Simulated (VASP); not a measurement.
A run of VASP 6.6.1 is set up as follows.

Contents of INCAR:

```
SYSTEM = ZrSe2
ALGO = Normal ; EDIFF = 1E-6
EDIFFG = -0.01 ; ENCUT = 600
GGA = PS ; IBRION = 2
ISIF = 3 ; ISMEAR = 0
IVDW = 12 ; LASPH = .True.
LCHARG = .False. ; LREAL = .False.
LWAVE = .False. ; NELM = 80
NSW = 60 ; PREC = Accurate
SIGMA = 0.02
```

Contents of KPOINTS:

```
k-points
0
Gamma
  3 3 2
  0 0 0
```

File POSCAR:

```
ZrSe2
1.0
    3.8440320400      0.0000000000      0.0000000000
   -1.9220160100      3.3290293900      0.0000000000
    0.0000000000      0.0000000000      6.2908932500
Zr Se
1 2
Direct
    0.0000000000      0.0000000000      0.0000000000
    0.6666666700      0.3333333300      0.7620900300
    0.3333333300      0.6666666700      0.2379099700
```

Potentials or basis: VASP PAW PBE potentials, release 64 (Zr_sv, Se).

The run is started by

```bash
$ cat potpaw_PBE.64/Zr_sv/POTCAR potpaw_PBE.64/Se/POTCAR > POTCAR
$ mpirun -np 1 vasp_std > vasp.out
```

Q: Predict the dispersion energy per atom.

A: -0.403 eV.

Q: Predict the space group after relaxing (to 0.05 Å).

A: P-3m1 (No. 164).

Final structure:
```
Zr Se
1.0
     3.73850    0.00000    0.00000
    -1.86925    3.23763    0.00000
     0.00000    0.00000    5.72849
Zr Se
1 2
Cartesian
  0.0000 0.0000 0.0000
  1.8692 1.0792 4.1689
  0.0000 2.1584 1.5596
```

Caveat: the k mesh is coarse (spacing up to 0.63 Å⁻¹), so the values aren't converged.
